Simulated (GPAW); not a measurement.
SnSe2:

```xyz
3
Lattice="3.8110 0.0000 0.0000 -1.9055 3.3004 0.0000 0.0000 0.0000 6.1360" Properties=species:S:1:pos:R:3 pbc="T T T"
Sn    0.0000    0.0000    0.0000
Se    1.9055    1.1001    4.6081
Se    0.0000    2.2003    1.5279
```

Program: GPAW 26.7.0. Alike in all runs: potentials or basis GPAW PAW data sets (gpaw-data 1.2.1), pw; cell as given; smearing fermi-dirac 0.05 eV. Hardware: 1 thread of Arm Neoverse V2, on a shared host.

Task: Order these runs on this cell by their wall time, lowest first.
A. task single point; level PBEsol0; spin off; k mesh 3 × 3 × 2; cutoff (eV) 450; maxiter 60; mesh quality coarse
B. task band structure; level TASK; spin SOC, no magnetisation; k mesh 6 × 6 × 3; cutoff (eV) 600; maxiter 150; band path GMKGALHA,LM,KH; band points 80; spin axis theta (degrees) 90; spin axis phi (degrees) 0; mesh quality not flagged
C. task band structure; level vdW-DF-cx; spin SOC, no magnetisation; k mesh 6 × 6 × 3; cutoff (eV) 600; maxiter 150; band path GMKGALHA,LM,KH; band points 100; spin axis theta (degrees) 90; spin axis phi (degrees) 0; mesh quality not flagged

Result: C (97 s), B (300 s), A (730 s).

Caveats: some runs use coarse meshes; spin-orbit coupling was added after a scalar SCF, so levels and gaps hold it while energy, forces, pressure and moments don't (some runs); exact exchange converges slowly with the k mesh, and this mesh is small (some runs).

Runs at the PBE level aren't shown here.
